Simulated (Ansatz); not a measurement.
# Ir in Au(111), 2x2: scattering by a point defect, part 2 of 3

Aim: the resistance that Ir in Au(111), 2x2 adds to the host.

Ansatz 0.2.0; Ansatz plane-wave DFT, PBE, PAW files; ballistic transport by layer matching (Landauer), zero bias; PAW set soft_1 (the session's first sound run).

So far, resistivity per at.% scaled from this dense plane, with the factor 3/4 for isotropic scattering (µΩ cm): step 3 (resistance at ideal sites) 3.51.

## 4. Relaxing the neighbours

The neighbours of the defect are let go while the lead's layers stay on their sites, since a lead must repeat to 0.01 Å.

This step: Ansatz plane-wave DFT, PBE, PAW files; relaxation with the lead's layers held; PAW set soft_1 (Ansatz 0.2.0).

The input, input.yaml:

```yaml
crystal:
  lattice:
    - [5.7675164607, 0.0, 0.0]
    - [-2.8837582304, 4.9948157718, 0.0]
    - [-1.4418791152, 0.8324692953, 25.9003660885]
  atoms:
    - { symbol: Au, position: [0.0075757576, 0.9924242424, 0.0454545455] }
    - { symbol: Au, position: [0.0075757576, 0.4924242424, 0.0454545455] }
    - { symbol: Au, position: [0.5075757576, 0.9924242424, 0.0454545455] }
    - { symbol: Au, position: [0.5075757576, 0.4924242424, 0.0454545455] }
    - { symbol: Au, position: [0.1893939394, 0.3106060606, 0.1363636364] }
    - { symbol: Au, position: [0.1893939394, 0.8106060606, 0.1363636364] }
    - { symbol: Au, position: [0.6893939394, 0.3106060606, 0.1363636364] }
    - { symbol: Au, position: [0.6893939394, 0.8106060606, 0.1363636364] }
    - { symbol: Au, position: [0.3712121212, 0.1287878788, 0.2272727273] }
    - { symbol: Au, position: [0.3712121212, 0.6287878788, 0.2272727273] }
    - { symbol: Au, position: [0.8712121212, 0.1287878788, 0.2272727273] }
    - { symbol: Au, position: [0.8712121212, 0.6287878788, 0.2272727273] }
    - { symbol: Au, position: [0.053030303, 0.946969697, 0.3181818182] }
    - { symbol: Au, position: [0.053030303, 0.446969697, 0.3181818182] }
    - { symbol: Au, position: [0.553030303, 0.946969697, 0.3181818182] }
    - { symbol: Au, position: [0.553030303, 0.446969697, 0.3181818182] }
    - { symbol: Au, position: [0.2348484848, 0.2651515152, 0.4090909091] }
    - { symbol: Au, position: [0.2348484848, 0.7651515152, 0.4090909091] }
    - { symbol: Au, position: [0.7348484848, 0.2651515152, 0.4090909091] }
    - { symbol: Au, position: [0.7348484848, 0.7651515152, 0.4090909091] }
    - { symbol: Ir, position: [0.4166666667, 0.0833333333, 0.5] }
    - { symbol: Au, position: [0.4166666667, 0.5833333333, 0.5] }
    - { symbol: Au, position: [0.9166666667, 0.0833333333, 0.5] }
    - { symbol: Au, position: [0.9166666667, 0.5833333333, 0.5] }
    - { symbol: Au, position: [0.0984848485, 0.9015151515, 0.5909090909] }
    - { symbol: Au, position: [0.0984848485, 0.4015151515, 0.5909090909] }
    - { symbol: Au, position: [0.5984848485, 0.9015151515, 0.5909090909] }
    - { symbol: Au, position: [0.5984848485, 0.4015151515, 0.5909090909] }
    - { symbol: Au, position: [0.2803030303, 0.2196969697, 0.6818181818] }
    - { symbol: Au, position: [0.2803030303, 0.7196969697, 0.6818181818] }
    - { symbol: Au, position: [0.7803030303, 0.2196969697, 0.6818181818] }
    - { symbol: Au, position: [0.7803030303, 0.7196969697, 0.6818181818] }
    - { symbol: Au, position: [0.4621212121, 0.0378787879, 0.7727272727] }
    - { symbol: Au, position: [0.4621212121, 0.5378787879, 0.7727272727] }
    - { symbol: Au, position: [0.9621212121, 0.0378787879, 0.7727272727] }
    - { symbol: Au, position: [0.9621212121, 0.5378787879, 0.7727272727] }
    - { symbol: Au, position: [0.1439393939, 0.8560606061, 0.8636363636] }
    - { symbol: Au, position: [0.1439393939, 0.3560606061, 0.8636363636] }
    - { symbol: Au, position: [0.6439393939, 0.8560606061, 0.8636363636] }
    - { symbol: Au, position: [0.6439393939, 0.3560606061, 0.8636363636] }
    - { symbol: Au, position: [0.3257575758, 0.1742424242, 0.9545454545] }
    - { symbol: Au, position: [0.3257575758, 0.6742424242, 0.9545454545] }
    - { symbol: Au, position: [0.8257575758, 0.1742424242, 0.9545454545] }
    - { symbol: Au, position: [0.8257575758, 0.6742424242, 0.9545454545] }
kpoints:
  mp_grid: { grid: [5, 5, 1] }
hamiltonian:
  xc: pbe
  pseudopotentials: { kind: paw, azcp: { folder: soft_1 } }
scf:
  occupations: { method: fermi_dirac, width: 0.1 }
relax:
  f_tol: 0.03
  max_steps: 40
  constraints:
    - { sites: [0, 1, 2, 3, 4, 5, 6, 7, 8, 9, 10, 11, 32, 33, 34, 35, 36, 37, 38, 39, 40, 41, 42, 43] }
```

Started as:

```bash
ansatz run input.yaml --threads 4 --pin off --max-ram 15360MiB --backend cpu --events-out ev --progress --plain --runs-dir out
```

Numbers of over 12 decimals in the logs are rounded to 6 here.

The log of the run:

```text
[...]
Crystal: 44 atoms, lattice volume = 746.130 Å³
Basis set: ecut = 420 eV, 14649 PW (Γ), exchange–correlation on 80×80×360 points (8 copies of the dense FFT grid, shifted against one another)
Bands: 501, of which v1, the nominal top of the filled ones, is band 417 counted from 1 (416 counted from 0)
Symmetry: 4 space group operations
[...]
k-points: 9 of 25
[...]
SCF iter   1: F=—  HF=-577463.682216 eV  |F-HF|=—  |Δ(HF+E_count)|=         —  Δρ=8.88e-2  dr2=4.39e2  ethr=3.10e-3  ⟨swp⟩=4.1  Hψ=13460  notcnv=0  defer=127
[...]
SCF iter  15: F=-577436.444799 eV  HF=-577436.444800 eV  |F-HF|=6.81e-7  |Δ(HF+E_count)|=   2.63e-6  Δρ=2.93e-6  dr2=7.02e-7  ethr=2.70e-9  ⟨swp⟩=3.0  Hψ=8348  notcnv=0
SCF 1 converged in 15 iterations: F = -577436.444799 eV  dr2 = 7.02e-7
[...]
relax step   1: F+E_penalty+E_count = -577436.44479923 eV  Δ(F+E_penalty+E_count) = +0.000e0 eV  max|allowed force component| = 2.814e-1 eV/Å  Δτ_max = 0.0000 Å  (15 SCF iters, dr2 threshold 2.25e-5 eV, accepted)
[...]
iter 1 solved again at ethr=9.50e-5 eV; its pass at ethr=3.10e-3 eV (dr2=7.93e-1 eV) is discarded
[...]
SCF iter   7: F=-577436.394016 eV  HF=-577436.394019 eV  |F-HF|=2.77e-6  |Δ(HF+E_count)|=   1.37e-7  Δρ=5.14e-6  dr2=2.91e-6  ethr=5.94e-10  ⟨swp⟩=3.0  Hψ=10460  notcnv=0
SCF 2 converged in 7 iterations: F = -577436.394016 eV  dr2 = 2.91e-6
[...]
relax step   2: F+E_penalty+E_count = -577436.39401574 eV  Δ(F+E_penalty+E_count) = +5.078e-2 eV  max|allowed force component| = 4.692e-1 eV/Å  Δτ_max = 0.1070 Å  (7 SCF iters, dr2 threshold 4.95e-6 eV, rejected (line search))
SCF iter   1: F=—  HF=-577436.506329 eV  |F-HF|=—  |Δ(HF+E_count)|=         —  Δρ=2.61e-3  dr2=1.65e-1  ethr=2.39e-4  ⟨swp⟩=4.9  Hψ=9228  notcnv=0  defer=534
[...]
SCF iter  10: F=-577436.494975 eV  HF=-577436.494975 eV  |F-HF|=4.54e-9  |Δ(HF+E_count)|=   4.19e-9  Δρ=2.38e-7  dr2=4.66e-9  ethr=1.20e-11  ⟨swp⟩=2.7  Hψ=8730  notcnv=0
SCF 3 converged in 10 iterations: F = -577436.494975 eV  dr2 = 4.66e-9
relax step   3: F+E_penalty+E_count = -577436.49497468 eV  Δ(F+E_penalty+E_count) = -5.018e-2 eV  max|allowed force component| = 1.258e-2 eV/Å  Δτ_max = 0.0468 Å  (10 SCF iters, accepted)
SCF converged after 10 iterations
Free energy (F): -577436.494975 eV
[...]
Internal energy: -577435.919608 eV  (E = F + TS)
E sigma→0 (E₀):  -577436.207292 eV
Entropy (-TS):   -0.575366 eV (-13.077 meV/atom)
Fermi energy:    20.665699 eV
[...]
--- Forces (eV/Å), atoms counted from 1 ---
  atom   1  Au    -0.00094315    -0.00187003    -0.00344197
  atom   2  Au     0.00033112    -0.00019117     0.00140699
  atom   3  Au    -0.00027605     0.00015938    -0.00309785
  atom   4  Au     0.00114792     0.00175181    -0.00344197
  atom   5  Au     0.00263039    -0.00151866     0.00398638
  atom   6  Au     0.00116573     0.00319561     0.00882113
  atom   7  Au    -0.00218462    -0.00260736     0.00882113
  atom   8  Au     0.00042539    -0.00024560    -0.00846918
  atom   9  Au    -0.00126367     0.00072958     0.02945799
  atom  10  Au    -0.03952472    -0.02259061     0.08007417
  atom  11  Au    -0.00019832     0.04552472     0.08007417
  atom  12  Au     0.03808554    -0.02198870     0.07205504
  atom  13  Au    -0.00468384    -0.00136246     0.00334357
  atom  14  Au    -0.00169950     0.00098121    -0.00731802
  atom  15  Au     0.00582078    -0.00336063     0.00466251
  atom  16  Au    -0.00116199     0.00473755     0.00334357
  atom  17  Au    -0.01258353     0.00726510     0.00338002
  atom  18  Au    -0.00035881    -0.01224233     0.00573113
  atom  19  Au     0.01042276     0.00643190     0.00573113
  atom  20  Au     0.00207494    -0.00119797     0.00564201
  atom  21  Ir     0.00000000     0.00000000     0.00000000
  atom  22  Au     0.00000000     0.00000000     0.00000000
  atom  23  Au     0.00000000    -0.00000000     0.00000000
  atom  24  Au     0.00000000     0.00000000     0.00000000
  atom  25  Au    -0.01042276    -0.00643190    -0.00573113
  atom  26  Au    -0.00207494     0.00119797    -0.00564201
  atom  27  Au     0.01258353    -0.00726510    -0.00338002
  atom  28  Au     0.00035881     0.01224233    -0.00573113
  atom  29  Au    -0.00582078     0.00336063    -0.00466251
  atom  30  Au     0.00116199    -0.00473755    -0.00334357
  atom  31  Au     0.00468384     0.00136246    -0.00334357
  atom  32  Au     0.00169950    -0.00098121     0.00731802
  atom  33  Au     0.00126367    -0.00072958    -0.02945799
  atom  34  Au     0.03952472     0.02259061    -0.08007417
  atom  35  Au     0.00019832    -0.04552472    -0.08007417
  atom  36  Au    -0.03808554     0.02198870    -0.07205504
  atom  37  Au     0.00218462     0.00260736    -0.00882113
  atom  38  Au    -0.00042539     0.00024560     0.00846918
  atom  39  Au    -0.00263039     0.00151866    -0.00398638
  atom  40  Au    -0.00116573    -0.00319561    -0.00882113
  atom  41  Au     0.00027605    -0.00015938     0.00309785
  atom  42  Au    -0.00114792    -0.00175181     0.00344197
  atom  43  Au     0.00094315     0.00187003     0.00344197
  atom  44  Au    -0.00033112     0.00019117    -0.00140699
  max |Σ_I F_I| component: 1.82e-17 eV/Å
--- Relaxed structure (3 steps of the walk, 2 accepted, 0 SCFs on fresh bases) ---
  F+E_penalty+E_count = -577436.49497468 eV   max|allowed force component| = 1.258e-2 eV/Å
  atoms:
    - { symbol: Au, position: [0.00757576, 0.992424, 0.045455] }
    - { symbol: Au, position: [0.00757576, 0.492424, 0.045455] }
    - { symbol: Au, position: [0.507576, 0.992424, 0.045455] }
    - { symbol: Au, position: [0.507576, 0.492424, 0.045455] }
    - { symbol: Au, position: [0.189394, 0.310606, 0.1363636364] }
    - { symbol: Au, position: [0.189394, 0.810606, 0.136364] }
    - { symbol: Au, position: [0.689394, 0.310606, 0.136364] }
    - { symbol: Au, position: [0.689394, 0.810606, 0.136364] }
    - { symbol: Au, position: [0.371212, 0.128788, 0.227273] }
    - { symbol: Au, position: [0.371212, 0.628788, 0.227273] }
    - { symbol: Au, position: [0.871212, 0.128788, 0.227273] }
    - { symbol: Au, position: [0.871212, 0.628788, 0.227273] }
    - { symbol: Au, position: [0.053787, 0.947177, 0.318408] }
    - { symbol: Au, position: [0.053371, 0.446629, 0.319990] }
    - { symbol: Au, position: [0.552535, 0.947465, 0.318358] }
    - { symbol: Au, position: [0.552823, 0.446213, 0.318408] }
    - { symbol: Au, position: [0.236608, 0.263392, 0.410740] }
    - { symbol: Au, position: [0.236451, 0.767953, 0.410744] }
    - { symbol: Au, position: [0.732047, 0.263549, 0.410744] }
    - { symbol: Au, position: [0.734495, 0.765505, 0.408276] }
    - { symbol: Ir, position: [0.416667, 0.083333, 0.500000] }
    - { symbol: Au, position: [0.416667, 0.583333, 0.500000] }
    - { symbol: Au, position: [0.916667, 0.083333, 0.500000] }
    - { symbol: Au, position: [0.916667, 0.583333, 0.500000] }
    - { symbol: Au, position: [0.101286, 0.903118, 0.589256] }
    - { symbol: Au, position: [0.098839, 0.401161, 0.591724] }
    - { symbol: Au, position: [0.596725, 0.903275, 0.589260] }
    - { symbol: Au, position: [0.596882, 0.398714, 0.589256] }
    - { symbol: Au, position: [0.280798, 0.219202, 0.681642] }
    - { symbol: Au, position: [0.280511, 0.720453, 0.681592] }
    - { symbol: Au, position: [0.779547, 0.219489, 0.681592] }
    - { symbol: Au, position: [0.779962, 0.720038, 0.680010] }
    - { symbol: Au, position: [0.462121, 0.037879, 0.772727] }
    - { symbol: Au, position: [0.462121, 0.537879, 0.772727] }
    - { symbol: Au, position: [0.962121, 0.037879, 0.772727] }
    - { symbol: Au, position: [0.962121, 0.537879, 0.772727] }
    - { symbol: Au, position: [0.143939, 0.856061, 0.863636] }
    - { symbol: Au, position: [0.143939, 0.356061, 0.863636] }
    - { symbol: Au, position: [0.643939, 0.856061, 0.863636] }
    - { symbol: Au, position: [0.643939, 0.356061, 0.863636] }
    - { symbol: Au, position: [0.325758, 0.174242, 0.954545] }
    - { symbol: Au, position: [0.325758, 0.674242, 0.954545] }
    - { symbol: Au, position: [0.825758, 0.174242, 0.954545] }
    - { symbol: Au, position: [0.825758, 0.674242, 0.954545] }
```

The job ended after 4.4 min (4 threads of Arm Neoverse V1, shared host; peak memory 6.6 GiB; 17 min of CPU time).

Step by step:

| step | energy less that of the first step (eV) | largest force component (eV/Å) |
| --- | --- | --- |
| 1 | 0.0000 | 0.2814 |
| 2 | 0.0508 | 0.4692 |
| 3 | -0.0502 | 0.0126 |

Relaxation step 2 was tried and not accepted.

The run keeps the 4 symmetry operations that it works with, so distortions that break them were not tested.

The atoms that moved most (Å):

```csv
atom,dx,dy,dz,length
Au14,0.000,0.000,0.047,0.047
Au32,0.000,0.000,-0.047,0.047
Au18,-0.001,0.015,0.043,0.046
Au19,-0.014,-0.007,0.043,0.046
Au28,0.001,-0.015,-0.043,0.046
Au25,0.014,0.007,-0.043,0.046
Au17,0.013,-0.007,0.043,0.045
Au27,-0.013,0.007,-0.043,0.045
```

This step gave:

```yaml
free_energy: -577436.4950 eV
energy_at_zero_smearing: -577436.2073 eV
fermi_energy: 20.67 eV
```

The largest force component on a free atom ends at 0.013 eV/Å, under the tolerance of 0.03, after 3 steps.

(Part 2 of 3 ends here.)

[Logs are printed without paths, hosts, clocks, repeated set-up lines and the standing remarks that a program may print on its own settings, such as how far it seeks lower states.]

[Hosts, paths, dates, database ids (printed as entryN), source tags and the programs' standing remarks are cut or masked in the printed files.]
